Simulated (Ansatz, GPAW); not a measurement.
# One calculation of Hf, 3 ways

```xyz
1
Lattice="-1.8050 1.8050 1.8050 1.8050 -1.8050 1.8050 1.8050 1.8050 -1.8050" Properties=species:S:1:pos:R:3 pbc="T T T"
Hf    0.0000    0.0000    0.0000
```

This isn't the form of Hf at room conditions, which is hcp.

Alike in all runs: task single point; functional PBEsol; k mesh 10 × 10 × 10; occupations gaussian, width 0.1 eV; no spin polarisation; no spin-orbit coupling. Pressure is positive in compression and, in plane waves, holds the error of the finite cutoff, which Ansatz's Pulay term estimates and takes out.

```csv
program and potentials,plane-wave cutoff (eV),notes,band gap (eV),pressure (GPa)
"Ansatz, Ansatz PAW",420,"potentials made for PBE, which Ansatz adapts in part; 26 valence electrons an atom on average; Pulay term of +0.04 GPa included",no gap,-9.07
"GPAW, PAW data sets generated for this functional",600,12 valence electrons an atom on average,no gap,-8.72
"Ansatz, all-electron LAPW, scalar-relativistic",-,-,no gap,-9.05
```

None finds a gap. The pressure spans -9.07 (Ansatz, Ansatz PAW) to -8.72 GPa (GPAW, PAW data sets generated for this functional), with all-electron results at -9.05.

The functional is the same throughout but for its coding, so the spread measures potentials, basis and numerics; runs on potential files found faulty are left out.
